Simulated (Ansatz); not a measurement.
# AlAs (F-43m): how G0W0 depends on its starting point

One-shot GW is not self-consistent; how far does the start matter for AlAs (F-43m)?

Method: G0W0 on several functionals, plane waves, PAW, in Ansatz 0.2.0.

This is a report of a sequence of runs, with most program output left out.

In doubt: masses and optical values from hybrid runs of this build are listed as unsure (steps 4, 5), which bears on the screening that GW takes from such a start.

## 1. Starting point

Symmetry: F-43m, No. 216, cubic system. The conventional cell has a = 5.661 Å, b = 5.661 Å, c = 5.661 Å, α = 90.00°, β = 90.00°, γ = 90.00°. Nearest to Al lie 4 As at 2.45 Å. Nearest to As lie 4 Al at 2.45 Å. Farther neighbours are not listed.

The cell and positions come from the Crystallography Open Database and are kept as given unless a step says otherwise.

## 2. G0W0 on LDA

G0W0 replaces the xc potential by the self-energy, built once from these orbitals. Only a window of levels is corrected, while the sums run over the empty bands that the input names. This step takes hard PAW files.

This step: G0W0 on LDA, plane waves, PAW.

The input, input.yaml:

```yaml
crystal:
  lattice:
    - [0.0, 2.8304, 2.8304]
    - [2.8304, 0.0, 2.8304]
    - [2.8304, 2.8304, 0.0]
  atoms:
    - { symbol: Al, position: [0.0, 0.0, 0.0] }
    - { symbol: As, position: [0.25, 0.25, 0.25] }
kpoints:
  mp_grid: { grid: [8, 8, 8] }
hamiltonian:
  xc: lda
  pseudopotentials: { kind: paw, source: ansatz }
scf:
  occupations: { method: fixed }
gw:
  n_empty_bands: 407
  ecut_chi: 250
  qp_bands: [v2, c2]
  qp_kpoints: band_edges
  screening: { model: contour_deformation }
```

Command:

```bash
$ ansatz run input.yaml --threads 3 --pin off --max-ram 92160MiB --backend cuda --events-out ev --progress --plain --runs-dir out --devices 1 --max-vram 13GiB
```

The job ended after 2.7 min (1 × NVIDIA H100 80GB HBM3 (shared by 6 runs) with 3 threads of AMD EPYC 7R13 (Zen 3), shared host; peak memory 2.6 GiB).

Numbers from this step:

```
bands summed                                 : 420
RPA ε∞ on this mesh (eigenvalues)            : 9.629, 9.629, 9.629
plane waves in the screening matrix          : 411
q-points in the mesh                         : 512
G0W0 gap on the mesh                         : 2.139 eV
k of the valence top                         : 0, 0, 0
k of the conduction bottom                   : 0, -0.5, -0.5
starting gap on the mesh                     : 1.349 eV
Z at the valence top                         : 0.7700
Z at the conduction bottom                   : 0.7900
least direct G0W0 gap on the computed points : 2.885 eV
```

The gap on the mesh goes from 1.35 eV to 2.14 eV, a correction of +0.79 eV. Between the two edge states, bare exchange in place of the xc potential would open the gap by 5.34 eV, and correlation takes back 4.55 eV.

## 3. G0W0 on PBE

The same correction from a different start measures what one shot leaves open.

This step: G0W0 on PBE, plane waves, PAW.

input.yaml: that of step 2 with these lines changed.

```diff
@@ -11,3 +11,3 @@
 hamiltonian:
-  xc: lda
+  xc: pbe
   pseudopotentials: { kind: paw, source: ansatz }
```

It took 3.4 min on 1 × NVIDIA H100 80GB HBM3 (shared by 6 runs) with 3 threads; peak memory 2.6 GiB; 6.1 min of CPU time.

Numbers from this step:

- bands summed: 420
- RPA ε∞ on this mesh (eigenvalues): 9.083, 9.083, 9.083
- plane waves in the screening matrix: 411
- q-points in the mesh: 512
- G0W0 gap on the mesh: 2.206 eV
- k of the valence top: 0, 0, 0
- k of the conduction bottom: 0, -0.5, -0.5
- starting gap on the mesh: 1.443 eV
- Z at the valence top: 0.7719
- Z at the conduction bottom: 0.7918
- least direct G0W0 gap on the computed points: 2.997 eV

Against the run with 8×8×8 mesh, 407 empty bands, screening to 250 eV, hard PAW files on LDA, the gap moves by +0.07 eV, while the start moved by +0.09 eV.

## 4. G0W0 on HSE06

This step: G0W0 on HSE06, plane waves, PAW.

input.yaml: that of step 3 with these lines changed.

```diff
@@ -11,3 +11,3 @@
 hamiltonian:
-  xc: pbe
+  xc: hse06
   pseudopotentials: { kind: paw, source: ansatz }
```

The job ended after 6.2 min (1 × NVIDIA H100 80GB HBM3 (shared by 6 runs) with 3 threads; peak memory 7.9 GiB).

This step gave:

| Item | Value |
| --- | --- |
| bands summed | 420 |
| RPA ε∞ on this mesh (eigenvalues) | 7.025, 7.025, 7.025 |
| plane waves in the screening matrix | 411 |
| G0W0 gap on the mesh | 2.497 eV |
| k of the valence top | 0, 0, 0 |
| k of the conduction bottom | 0, -0.5, -0.5 |
| starting gap on the mesh | 2.075 eV |
| least direct G0W0 gap on the computed points | 3.396 eV |

Against the run with 8×8×8 mesh, 407 empty bands, screening to 250 eV, hard PAW files on PBE, the gap moves by +0.29 eV, while the start moved by +0.63 eV.

## 5. G0W0 on PBE0

This step: G0W0 on PBE0, plane waves, PAW.

input.yaml: that of step 4 with these lines changed.

```diff
@@ -11,3 +11,3 @@
 hamiltonian:
-  xc: hse06
+  xc: pbe0
   pseudopotentials: { kind: paw, source: ansatz }
```

Run time: 4.1 min. Hardware: 1 × NVIDIA H100 80GB HBM3 (shared by 6 runs) with 3 threads; peak memory 7.7 GiB.

This step gave:

* bands summed: 420
* RPA ε∞ on this mesh (eigenvalues): 6.260, 6.260, 6.260
* plane waves in the screening matrix: 411
* G0W0 gap on the mesh: 2.669 eV
* k of the valence top: 0, 0, 0
* k of the conduction bottom: 0, -0.5, -0.5
* starting gap on the mesh: 2.724 eV
* least direct G0W0 gap on the computed points: 3.573 eV

Against the run with 8×8×8 mesh, 407 empty bands, screening to 250 eV, hard PAW files on HSE06, the gap moves by +0.17 eV, while the start moved by +0.65 eV.

## 6. Side by side

All on the 8×8×8 mesh with 407 empty bands and screening to 250 eV. Times are wall times on 1 × NVIDIA H100 80GB HBM3 (shared by 6 runs) with 3 threads of AMD EPYC 7R13 (Zen 3), shared host, good to a factor of about two.

```csv
start,starting gap (eV),shift (eV),G0W0 gap (eV),RPA ε∞ (harmonic mean),"Z (valence, conduction)",time
LDA,1.35,+0.79,2.14,9.63,"0.77, 0.79",2.7 min
PBE,1.44,+0.76,2.21,9.08,"0.77, 0.79",3.4 min
HSE06,2.08,+0.42,2.50,7.03,"0.80, 0.81",6.2 min
PBE0,2.72,−0.05,2.67,6.26,"0.81, 0.82",4.1 min
```

The parts of the quasiparticle energy at the two band edges (eV; QP = start + Σx + Σc − Vxc):

```csv
run,edge,start,Σx,Σc,Vxc,Z,QP
LDA,valence top,6.84,-15.71,0.84,-14.26,0.77,6.22
LDA,conduction bottom,8.19,-5.59,-3.71,-9.47,0.79,8.36
PBE,valence top,7.08,-15.69,0.92,-13.95,0.77,6.25
PBE,conduction bottom,8.52,-5.57,-3.65,-9.15,0.79,8.45
HSE06,valence top,6.64,-15.72,0.86,-14.32,0.80,6.09
HSE06,conduction bottom,8.71,-5.38,-3.56,-8.82,0.81,8.59
PBE0,valence top,6.30,-15.74,0.79,-14.66,0.81,6.01
PBE0,conduction bottom,9.03,-5.37,-3.48,-8.50,0.82,8.68
```

For a hybrid start, Vxc holds its share of exact exchange.

## 7. Summary of results

| Property | Result |
| --- | --- |
| G0W0@LDA | 2.14 eV (start 1.35 eV) |
| G0W0@PBE | 2.21 eV (start 1.44 eV) |
| G0W0@HSE06 | 2.50 eV (start 2.08 eV) |
| G0W0@PBE0 | 2.67 eV (start 2.72 eV) |
| known limits | not at the basis limit; no spin-orbit coupling |

What this shows: The starting gaps span 1.37 eV and the G0W0 gaps 0.53 eV. Between LDA and PBE0, 0.53 eV of the 1.37 eV survives, 39 %. PBE0 screens less than LDA (ε∞ 6.26 against 9.63). Of the 0.53 eV by which its G0W0 gap is higher, the correlation part gives +0.27 eV, and exchange with the one-particle terms, which follow the orbitals, +0.26 eV. The smallest correction, −0.05 eV, is on PBE0, the start nearest to reproducing itself. Bands and cutoff are finite, so the gap is not at the basis limit. The miss can reach some tenths of an eV and take either sign; the mesh is an error of its own. The many-body steps are scalar-relativistic: spin-orbit coupling is not in them.

[Paths, hosts, dates, memory and timing lines, banners, echoed tables and standing remarks are left out of the program output.]

[Logs are printed without paths, hosts, clocks, repeated set-up lines and the standing remarks that a program may print on its own settings, such as how far it seeks lower states.]

[Runs of the session that timed out or met a known fault of the program may be left out.]

[Cells called generated may have been cut or substituted from an entry of the Crystallography Open Database or the Materials Project.]

[Hosts, paths, dates, database ids (printed as entryN), source tags and the programs' standing remarks are cut or masked in the printed files.]
